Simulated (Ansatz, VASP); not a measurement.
**Sb: VASP beside Ansatz**

POSCAR

```
Sb
1.0
   -1.9080431628      1.9080431628      1.9080431628
    1.9080431628     -1.9080431628      1.9080431628
    1.9080431628      1.9080431628     -1.9080431628
Sb
1
Direct
    0.0000000000      0.0000000000      0.0000000000
```

The input INCAR.step1:

```
SYSTEM = Sb
ALGO = Normal ; EDIFF = 1E-5
ENCUT = 520 ; GGA = PE
ISIF = 2 ; ISMEAR = -1
LASPH = .TRUE. ; LCHARG = .FALSE.
LREAL = .FALSE. ; LWAVE = .TRUE.
NBANDS = 8 ; NELM = 60
PREC = Accurate ; SIGMA = 0.05
```

File INCAR.step2:

```
SYSTEM = Sb
AEXX = 0.25 ; ALGO = Normal
EDIFF = 1E-6 ; ENCUT = 520
GGA = PE ; ISIF = 2
ISMEAR = -1 ; ISTART = 1
LASPH = .TRUE. ; LCHARG = .FALSE.
LHFCALC = .TRUE. ; LREAL = .FALSE.
LWAVE = .FALSE. ; NBANDS = 8
NELM = 60 ; PREC = Accurate
PRECFOCK = Normal ; SIGMA = 0.05
```

KPOINTS

```
k-points
0
G
  6 6 6
  0 0 0
```

The input input.yaml:

```yaml
crystal:
  lattice:
    - [-1.9080431628, 1.9080431628, 1.9080431628]
    - [1.9080431628, -1.9080431628, 1.9080431628]
    - [1.9080431628, 1.9080431628, -1.9080431628]
  atoms:
    - { symbol: Sb, position: [0.0, 0.0, 0.0] }
hamiltonian:
  xc: pbe0
  pseudopotentials: { kind: paw }
kpoints:
  mp_grid: { grid: [6, 6, 6] }
scf:
  occupations: { method: fermi_dirac, width: 0.05 }
output:
  forces: true
  stress: true
  eigenvalues: true
```

This isn't the form of Sb at room conditions, which is rhombohedral.

Alike in both runs: task single point; functional PBE0; k mesh 6 × 6 × 6; occupations fermi-dirac, width 0.05 eV; no spin polarisation.

|  | VASP | Ansatz |
| --- | --- | --- |
| version | VASP 6.6.1 | Ansatz 0.2.0 |
| potentials or method | VASP PAW PBE potentials, release 64 (Sb) | Ansatz PAW |
| plane-wave cutoff (eV) | 520 | 420 |
| valence electrons in the cell | 5 | 15 |

```csv
,VASP,Ansatz,Ansatz less VASP
gap on the k mesh at the Fermi level (eV),none,none,-
pressure (GPa),-2.8,-1.7,+1.11
```

A gap of «none» marks a metal or a gap that the smearing closes. The functional is the same, so the differences come from potentials, cutoffs and numerics. The two sets of potentials don't hold the same shells in valence.

Caveats: the k mesh is coarse (spacing up to 0.39 Å⁻¹), so the values aren't converged, least of all with exact exchange; the PAW data sets were made with another functional, which shifts forces and pressure a little (VASP); the PAW data sets come from PBE, with cores solved anew for the run's functional, which leaves a small shift of forces and pressure (Ansatz); the thresholds are loose for stress (Ansatz). Spin-orbit coupling is left out, which matters for the levels of Sb.
